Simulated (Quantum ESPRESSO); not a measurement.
Rh in Quantum ESPRESSO: the effect of functional

The system is Rh.

```
CELL_PARAMETERS angstrom
0.00000 1.89785 1.89785
1.89785 0.00000 1.89785
1.89785 1.89785 0.00000
ATOMIC_POSITIONS crystal
Rh 0.00000 0.00000 0.00000
```

Alike in all runs:

- Program: Quantum ESPRESSO 7.5
- Task: band structure
- Potentials or basis: SG15 PBE 1.2
- Cutoff: 952 eV
- Density cutoff: 3810 eV
- k mesh: 12 × 12 × 12
- Occupations: fermi-dirac, width 0.05 eV
- Spin: no spin polarisation

| functional | pressure (GPa) |
| --- | --- |
| LDA | -11.3 |
| PBEsol | -4.2 |
| RPBE | 12.8 |
| AM05 | ? |
| EV93PW91 | 36.2 |

Task: What does the run with functional AM05 give?

Result: Pressure -5.7 GPa.

Caveats: the potentials were made for another functional, which shifts forces and pressure; the potentials were made for a functional far from this one (some runs); a pressure of tens of GPa on the cell as given is suspect, and the run, the potentials or the cell itself is likely at fault (some runs).

Runs at the PBE level aren't shown here.
